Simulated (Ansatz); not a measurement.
Runs of Ansatz 0.2.0 on Bi2Se3 (Paraguanajuatite). It takes space group R-3m (No. 166, trigonal). The conventional cell has a = 4.143 Å, b = 4.143 Å, c = 28.636 Å, α = 90.00°, β = 90.00°, γ = 120.00°. Bi (site symmetry 3m) has 6 Se at 2.85 to 3.07 Å as nearest neighbours. Around Se (site symmetry 3m) lie 3 Bi at 2.85 Å. Se (site symmetry -3m) has 6 Bi at 3.07 Å as nearest neighbours. 

```csv
level,cutoff (eV),gap on the mesh (eV),pressure (GPa),relaxed volume (Å³/atom)
LDA,420,0.03,0.0,27.13
r2SCAN,500,0.80,0.0,(a)
revPBE,420,0.90,0.0,37.69
PBEsol,420,0.12,0.0,(b)
BLYP,420,0.83,0.0,43.29
RPBE,420,0.91,0.0,37.20
```

Alike in all rows: task relaxation of cell and atoms; potentials or basis Ansatz PAW; no spin polarisation; cell relaxed; k mesh 8 × 8 × 8; smearing fermi-dirac 0.05 eV.

Q: Estimate the missing entries.

A: (a) 30.14; (b) 28.16.

Caveats: the plane-wave basis is chosen anew once the cell has moved, so the energies of steps on either side of that aren't comparable; spin-orbit coupling is left out, which as a rule narrows the gap of such compounds by several tenths of an eV; the PAW data sets come from PBE, with cores solved anew for the run's functional, which leaves a small shift of forces and pressure; the volume moved by over 15 % at a fixed basis, so the end points are rough (some runs).

A k mesh can miss the band edges, and the runs leave out spin-orbit coupling on Bi, Se.

Runs at the PBE level aren't shown here.
